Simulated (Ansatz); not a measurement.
Runs of Ansatz 0.2.0 on TaN. It takes space group F-43m (No. 216, cubic). The conventional cell has a = 4.982 Å, b = 4.982 Å, c = 4.982 Å, α = 90.00°, β = 90.00°, γ = 90.00°. Ta (site symmetry -43m) has 4 N at 2.16 Å as nearest neighbours. N (site symmetry -43m) is surrounded by 4 Ta at 2.16 Å. The cell comes from a database or a generator and needn't be the stable form of this composition.

| task | level | potentials or basis | U | cell | k mesh | cutoff (eV) | q mesh | points for each segment of the path | hubbard projectors | double counting | gap on the mesh (eV) | pressure (GPa) | relaxed volume (Å³/atom) |
| --- | --- | --- | --- | --- | --- | --- | --- | --- | --- | --- | --- | --- | --- |
| phonons | PBEsol | Ansatz PAW | - | as given | 8 × 8 × 8 | 420 | 2 × 2 × 2 | 8 | - | - | none | - | - |
| band structure | PBEsol | Ansatz PAW | - | as given | 9 × 9 × 9 | 420 | - | 14 | - | - | none | -30.8 | - |
| relaxation of cell and atoms | PBEsol+U | Ansatz PAW | Ta d U = 8 eV | relaxed | 9 × 9 × 9 | 420 | - | - | ortho-atomic (the default) | fll (the default) | none | 0.0 | 13.70 |
| density of states | LDA | Ansatz PAW | - | as given | 9 × 9 × 9 | 420 | - | - | - | - | none | -34.5 | - |
| single point | PBE | Ansatz PAW | - | as given | 9 × 9 × 9 | 300 | - | - | - | - | none | (a) | - |
| relaxation of cell and atoms | BLYP | Ansatz PAW | - | relaxed | 9 × 9 × 9 | 420 | - | - | - | - | none | 0.0 | 13.90 |
| density of states | r2SCAN | Ansatz PAW | - | as given | 9 × 9 × 9 | 500 | - | - | - | - | none | -29.4 | - |

Alike in all rows: no spin polarisation; smearing fermi-dirac 0.05 eV.

Task: Estimate the missing entries.

Result: (a) -25.4.

Caveats: the PAW data sets come from PBE, with cores solved anew for the run's functional, which leaves a small shift of forces and pressure (some runs); a pressure of tens of GPa on the cell as given is suspect, and the run, the potentials or the cell itself is likely at fault (some runs); the plane-wave basis is chosen anew once the cell has moved, so the energies of steps on either side of that aren't comparable (some runs); some modes are imaginary (some runs); spin-orbit coupling is left out, which moves the levels of the heavy elements (some runs); U without spin polarisation on a metal has little footing (some runs); so large a pressure means that the cell lies far from this level's equilibrium, or that cutoff or potentials fall short (some runs).

A k mesh can miss the band edges, and the runs leave out spin-orbit coupling on Ta.

A gap of «none» marks a metal or a gap under the smearing width.
